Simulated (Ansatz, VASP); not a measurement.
Two plane-wave programs on Pt

```
CELL_PARAMETERS angstrom
2.82968 0.00000 0.00000
-1.41484 2.45058 0.00000
0.00000 0.00000 4.79213
ATOMIC_POSITIONS crystal
Pt 0.66667 0.33333 0.75000
Pt 0.33333 0.66667 0.25000
```

Change from the starting cell: strain +0.0250 x Voigt [1, 1, 0, 0, 0, 0], atoms carried along.

Alike in both runs: task single point; functional PBEsol; k mesh 18 × 18 × 10; occupations gaussian, width 0.15 eV; no spin polarisation.

```csv
,VASP,Ansatz
version,VASP 6.6.1,Ansatz 0.2.0
potentials or method,"VASP PAW PBE potentials, release 64 (Pt)","scalar-relativistic, plane waves, PAW"
plane-wave cutoff (eV),520,420
valence electrons in the cell,20,36
```

|  | VASP | Ansatz | Ansatz less VASP |
| --- | --- | --- | --- |
| gap on the k mesh at the Fermi level (eV) | none | none | - |
| pressure (GPa) | -20.9 | -20.6 | +0.33 |
| largest component of the traceless stress (GPa) | 2.67 | 2.78 | +0.115 |

A gap of «none» marks a metal or a gap that the smearing closes. The two sets of potentials don't hold the same shells in valence.

Caveats: so large a pressure means that the cell lies far from this level's equilibrium, or that cutoff or potentials fall short (VASP); the potentials were made for another functional, which shifts forces and pressure (VASP). The runs have no spin-orbit coupling, so splittings on Pt are missing.
